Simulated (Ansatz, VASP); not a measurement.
This is a calculation of MoS2 for Ansatz 0.2.0.

Contents of input.yaml:

```yaml
crystal:
  lattice:
    - [3.2274645616, 0.0, 0.0]
    - [-1.6137322808, 2.7950663001, 0.0]
    - [0.0, 0.0, 6.31247342]
  atoms:
    - { symbol: Mo, position: [0.0, 0.0, 0.5] }
    - { symbol: S, position: [0.6666666667, 0.3333333333, 0.74468068] }
    - { symbol: S, position: [0.3333333333, 0.6666666667, 0.25531932] }
hamiltonian:
  xc: pbe
  pseudopotentials: { kind: paw }
kpoints:
  mp_grid: { grid: [9, 9, 4] }
scf:
  occupations: { method: gaussian, width: 0.019 }
output:
  forces: true
  stress: true
  eigenvalues: true
```

Potentials or basis: Ansatz PAW.

Launch:

```bash
$ ansatz run input.yaml --threads 2 --pin off --max-ram 5632MiB --backend cpu --events-out ev --progress --plain --runs-dir out
```

Problem. Translate it to VASP 6.6.1. Potentials there: VASP PAW PBE potentials, release 64 (Mo_sv, S).

Solution. As run (the cutoff follows the program's own potentials):

Contents of INCAR:

```
PREC     = Accurate       # precision mode
ENCUT    = 520            # plane-wave cutoff, eV
EDIFF    = 1E-6           # SCF threshold, eV
ISMEAR   = 0              # smearing method
SIGMA    = 0.019000000000000003 # smearing width, eV
LREAL    = F              # projectors in reciprocal space
LASPH    = T              # aspherical terms in the spheres
NELM     = 60             # most SCF steps
ALGO     = Normal         # electronic algorithm
ISIF     = 2              # what is computed and relaxed
LWAVE    = F              # write WAVECAR
LCHARG   = T              # write CHGCAR
GGA      = PE             # functional
LELF     = T              # ELF
LVHAR    = T            
NBANDS   = 20             # bands
```

File KPOINTS:

```
regular mesh
0
Gamma
  9 9 4
```

POSCAR

```
MoS2
1.0
    3.2274645616      0.0000000000      0.0000000000
   -1.6137322808      2.7950663001      0.0000000000
    0.0000000000      0.0000000000      6.3124734200
Mo S
1 2
Direct
    0.0000000000      0.0000000000      0.5000000000
    0.6666666667      0.3333333333      0.7446806800
    0.3333333333      0.6666666667      0.2553193200
```

Potentials or basis: VASP PAW PBE potentials, release 64 (Mo_sv, S).

Command:

```console
$ cat potpaw_PBE.64/Mo_sv/POTCAR potpaw_PBE.64/S/POTCAR > POTCAR
$ mpirun -np 1 vasp_std > vasp.out
```

Both were run:

|  | VASP | Ansatz | Ansatz less VASP |
| --- | --- | --- | --- |
| gap on the k mesh at the Fermi level (eV) | none | none | - |
| pressure (GPa) | 0.9 | 1.1 | +0.11 |
| largest component of the traceless stress (GPa) | 2.03 | 2.02 | -0.008 |
| rms of the force components (eV/Å) | 0.136 | 0.140 | +0.0039 |

Atom by atom the forces differ by 0.004 eV/Å (rms over components). A gap of «none» marks a metal or a gap that the smearing closes. With one functional, cell and mesh, what is left measures potentials, basis and numerics.

Caveats: this functional lacks dispersion, which binds the layers, so the pressure and a relaxed spacing across them are unreliable.
